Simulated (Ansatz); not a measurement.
Crystal: MnO2.

```
Mn O
1.0
     2.85658    0.00000    0.00000
    -1.42829    2.47387    0.00000
     0.00000    0.00000    4.60137
Mn O
1 2
Direct
  0.00000 0.00000 0.50000
  0.33333 0.66667 0.70629
  0.66667 0.33333 0.29371
```

Measurements of this composition are mostly on another form, of space group No. 136.

Program: Ansatz 0.2.0. Alike in all runs: task band structure; potentials or basis Ansatz PAW; spin collinear, ferromagnetic start; cell as given; cutoff (eV) 420; smearing fermi-dirac 0.05 eV.

Problem. Order these runs on this cell by their pressure, lowest first.
A. level PBE0; k mesh 6 × 6 × 4; points for each segment of the path 4; mesh quality coarse
B. level PBE; k mesh 11 × 11 × 6; points for each segment of the path 14; mesh quality not flagged
C. level LDA; k mesh 11 × 11 × 6; points for each segment of the path 14; mesh quality not flagged

Solution. C (-8.9 GPa), A (-3.1 GPa), B (4.8 GPa).

Caveats: some runs use coarse meshes; a cell with one magnetic atom can't hold antiferromagnetic order, which such compounds often take; the PAW data sets come from PBE, with cores solved anew for the run's functional, which leaves a small shift of forces and pressure (some runs); the magnetic or orbital state may not be the lowest (some runs); the thresholds are loose for stress (some runs).
